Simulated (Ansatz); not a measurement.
A computed series for Li2O: response to strain

Start from Li₂O in the anti-fluorite structure (space group Fm-3m, No. 225; a = 4.5727 Å). Axes: x, y, z lie along the cube axes.

Strains are applied to the cell and any free atomic positions relax; under biaxial strain the out-of-plane vector relaxes too; under stress the whole cell relaxes.

Method: DFT with r2SCAN, PAW potentials and a 500 eV plane-wave cutoff in Ansatz (a program for electronic structure), spin-orbit coupling left out.

Notes on the quantities. energy relative to the base: free energy F; pressure: mean of the normal stresses, compression positive.

| case | electron mass | gap character | energy relative to the base | pressure |
|---|---|---|---|---|
| base | 0.81 mₑ along k, 0.43 mₑ across (at X) | – | 0 meV/atom | 0.01 GPa |
| biaxial strain −1.02 %, plane normal [001], relaxed out of plane | 0.79 mₑ along k, 0.43 mₑ across (at X) | indirect, Γ → X | +1.2 meV/atom | 1.67 GPa |
| biaxial strain +1.98 %, plane normal [001], relaxed out of plane | 0.80 mₑ along k, 0.45 mₑ across (at X) | indirect, Γ → M | +4.4 meV/atom | -2.90 GPa |
| biaxial strain +3.14 %, plane normal [001], relaxed out of plane | 0.79 mₑ along k, 0.46 mₑ across (at X) | indirect, Γ → M | +11 meV/atom | -4.42 GPa |
| biaxial strain +0.83 %, plane normal [110], relaxed out of plane | 0.81 mₑ along k, 0.44 mₑ across (at T) | indirect, Γ → T | +0.7 meV/atom | ___ |
| uniaxial strain ε_xx = +0.46 % | 0.81 mₑ along k, 0.44 mₑ across (at X) | indirect, Γ → X | +0.1 meV/atom | -0.39 GPa |
| uniaxial strain ε_yy = −2.20 % | 0.76 mₑ along k, 0.44 mₑ across (at X) | indirect, Γ → M | ___ | 2.03 GPa |
| uniaxial strain ε_zz = +0.74 % | 0.81 mₑ along k, 0.44 mₑ across (at X) | indirect, Γ → X | +0.3 meV/atom | -0.63 GPa |
| tensor shear ε_xz = −0.65 % | 0.81 mₑ along k, 0.43 mₑ across (at X) | indirect, Γ → X | +0.3 meV/atom | 0.02 GPa |
| uniaxial stress, 5 GPa tension along z | 0.80 mₑ along k, 0.44 mₑ across (at X) | indirect, Γ → X | +3.0 meV/atom | – |

**Question.** What belongs in the blanks?

**Answer.** 
- biaxial strain +0.83 %, plane normal [110], relaxed out of plane, pressure: -1.10 GPa
- uniaxial strain ε_yy = −2.20 %, energy relative to the base: +2.7 meV/atom

A biaxial case was relaxed in a doubled cell and then solved in the primitive one. Masses are band curvatures over ±0.01 Å⁻¹ around the edge. Along k means along the line from Γ to the band edge. Beyond what the load breaks, stability against distortions was not tested. k-point labels follow each cell's own Brillouin zone.
